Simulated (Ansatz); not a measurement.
# TaN: the cost of one run

Program: Ansatz 0.2.0. Level of theory: DFT PBE+D3(BJ), scalar-relativistic, plane waves, PAW. These are calculated values, not measurements.

1 further run of the same task is left out (set aside as unsound or not needed).

**1. The structure to begin with**

The structure is hexagonal, space group P-62m (No. 189). The conventional cell has a = 5.196 Å, b = 5.196 Å, c = 2.911 Å, α = 90.00°, β = 90.00°, γ = 120.00°. Ta (site symmetry -6) has 6 N at 2.16 Å as nearest neighbours. Ta (site symmetry -62m) is surrounded by 3 N at 2.04 Å. Around N (site symmetry m2m) lie 5 Ta at 2.04 to 2.16 Å.

Coordinates:

```xyz
6
Lattice="5.1960 0.0000 0.0000 -2.5980 4.4999 0.0000 0.0000 0.0000 2.9110" Properties=species:S:1:pos:R:3 pbc="T T T"
Ta    0.0000    2.9999    1.4555
Ta    2.5980    1.5000    1.4555
Ta    0.0000    0.0000    0.0000
N     2.0412    0.0000    0.0000
N     1.5774    2.7321    0.0000
N    -1.0206    1.7678    0.0000
```

The structure comes from the Crystallography Open Database.

(A quick probe on a coarse mesh, which set the mesh and smearing, is not shown.)

**3. Relaxing cell and atoms**

Input file input.yaml:

```yaml
crystal:
  lattice:
    - [5.1960008669, 0.0, 0.0]
    - [-2.5980004334, 4.4998687488, 0.0]
    - [0.0, 0.0, 2.911]
  atoms:
    - { symbol: Ta, position: [0.3333333333, 0.6666666667, 0.5] }
    - { symbol: Ta, position: [0.6666666667, 0.3333333333, 0.5] }
    - { symbol: Ta, position: [0.0, 0.0, 0.0] }
    - { symbol: "N", position: [0.39285, 0.0, 0.0] }
    - { symbol: "N", position: [0.60715, 0.60715, 0.0] }
    - { symbol: "N", position: [0.0, 0.39285, 0.0] }
basis:
  ecutwfc: 420
kpoints:
  mp_grid: { grid: [12, 12, 12] }
hamiltonian:
  xc: pbe
  dispersion: d3bj
scf:
  occupations: { method: gaussian, width: 0.1 }
output:
  forces: true
  stress: true
  eigenvalues: true
relax:
  adjacent_minimum: "off"
  f_tol: 0.005
  max_steps: 80
  cell: { stress_tol: 0.05 }
```

On the command line:

```sh
> ansatz run input.yaml --threads 4 --pin off --max-ram 10240MiB --backend cpu --events-out ev --progress --plain --runs-dir out
```

What time and memory should one allow on 4 threads of Arm Neoverse V2, shared host?

About 40 s, with a peak of 0.53 GiB.
